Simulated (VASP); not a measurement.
A run of VASP 6.6.1 is set up as follows.

INCAR

```
SYSTEM = InP
PREC = Accurate
ENCUT = 520
EDIFF = 1E-7
ISMEAR = 0
SIGMA = 0.02
LREAL = .FALSE.
LASPH = .TRUE.
NELM = 60
ALGO = Normal
ISIF = 2
LWAVE = .FALSE.
LCHARG = .FALSE.
GGA = PE
NBANDS = 16
```

KPOINTS

```
regular mesh
0
G
  10 10 10
  0 0 0
```

The input POSCAR:

```
InP
1.0
    0.0000000000      2.9800342107      2.9800342107
    2.9800342107      0.0000000000      2.9800342107
    2.9800342107      2.9800342107      0.0000000000
In P
1 1
Direct
    0.0000000000      0.0000000000      0.0000000000
    0.2500000000      0.2500000000      0.2500000000
```

Potentials or basis: VASP PAW PBE potentials, release 64 (In_d, P).

Command:

```bash
$ cat potpaw_PBE.64/In_d/POTCAR potpaw_PBE.64/P/POTCAR > POTCAR
$ mpirun -np 1 vasp_std > vasp.out
```

Problem. Estimate the band gap on the k mesh.

Solution. 0.44 eV, direct.

Problem. Estimate the pressure.

Solution. -0.1 GPa.

Caveat: spin-orbit coupling is left out, which moves the levels of the heavy elements.

**The experiment to reproduce.**

A printed reference work, data compilation reports, for a bulk crystal of InP at 1.6 K: band gap 1.4236 eV (direct).

A measured gap of InP is 1.4236 eV (direct; 1.6 K; a printed reference work, data compilation); the calculated 0.44 eV misses it by -0.99 eV. Spin-orbit coupling on In is left out. The value is that of PBE, without temperature or zero-point motion. Semilocal functionals fall short of measured gaps as a rule.
